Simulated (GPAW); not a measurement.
The system is SrO.

```
CELL_PARAMETERS angstrom
0.00000 2.56630 2.56630
2.56630 0.00000 2.56630
2.56630 2.56630 0.00000
ATOMIC_POSITIONS crystal
Sr 0.50000 0.50000 0.50000
O 0.00000 0.00000 0.00000
```

| Quantity | Value |
| --- | --- |
| Program | GPAW 26.7.0 |
| Task | relaxation of cell and atoms |
| Functional | PBE |
| Potentials or basis | GPAW PAW data sets (gpaw-data 1.2.1) |
| Cutoff | 800 eV |
| Basis | pw |
| k mesh | 9 × 9 × 9 |
| Occupations | fermi-dirac, width 0.05 eV |
| Spin | no spin polarisation |

At the start: pressure 3.8 GPa; volume 16.90 Å³/atom.

Question: How do energy, volume and symmetry change on relaxing?

Answer: Over 4 steps the energy falls by 8.6 meV/atom and the volume is 17.62 Å³/atom (+4.2 %); space group Fm-3m (No. 225, to 0.05 Å).

The path:
```csv
step,energy change (eV),largest force (eV/Å),pressure (GPa),volume (Å³)
1,0.0000,0.0000,3.83,33.80
2,-0.0064,0.0000,2.97,34.10
3,-0.0171,0.0000,0.14,35.18
4,-0.0171,0.0000,0.00,35.23
```

Final structure:
```yaml
crystal:
  lattice:
    - [0.00000, 2.60193, 2.60193]
    - [2.60193, 0.00000, 2.60193]
    - [2.60193, 2.60193, 0.00000]
  atoms:
    - { symbol: Sr, position: [0.50000, 0.50000, 0.50000] }
    - { symbol: O, position: [0.00000, 0.00000, 0.00000] }
```

Caveat: later steps reuse the first step's grids.
